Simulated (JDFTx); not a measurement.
## AgCl (Chlorargyrite) under changes of volume

One of the cells (20.458 Å³/atom); the others are scaled copies at fixed shape and fractional positions:

```xyz
2
Lattice="0.0000 2.7350 2.7350 2.7350 0.0000 2.7350 2.7350 2.7350 0.0000" Properties=species:S:1:pos:R:3 pbc="T T T"
Ag    0.0000    0.0000    0.0000
Cl    2.7350    2.7350    2.7350
```

| Quantity | Value |
| --- | --- |
| Program | JDFTx 1.7.0 (patched build) |
| Functional | PBE |
| Potentials or basis | PseudoDojo-SR-PBE-0.5-standard |
| Cutoff | 1116 eV |
| Density cutoff | 8925 eV |
| k mesh | 8 × 8 × 8 |
| Occupations | fermi-dirac, width 0.05 eV |
| Spin | no spin polarisation |

```tsv
volume (Å³/atom)	energy over the lowest point (meV/atom)	pressure (GPa)
19.231	63.35	8.3
19.640	44.17	6.6
20.049	28.99	5.1
20.458	17.34	3.8
20.868	8.86	2.7
21.277	?	?
21.686	0.00	0.7
```

Task: What does the run at 21.277 Å³/atom give?

Result: Energy over the lowest point 3.17 meV/atom; pressure 1.6 GPa.

Worked out: A Birch-Murnaghan fit of order 3 (a polynomial in V^(-2/3)) to the other rows has its minimum at 22.08 Å³/atom, just outside them, with B0 = V·E''(V) = 42 GPa and B' = 5.4. It gives 3.18 meV/atom at 21.277 Å³/atom, against the run's 3.17, and -dE/dV = 1.7 GPa, against 1.6.

Energies are extrapolated to zero smearing.
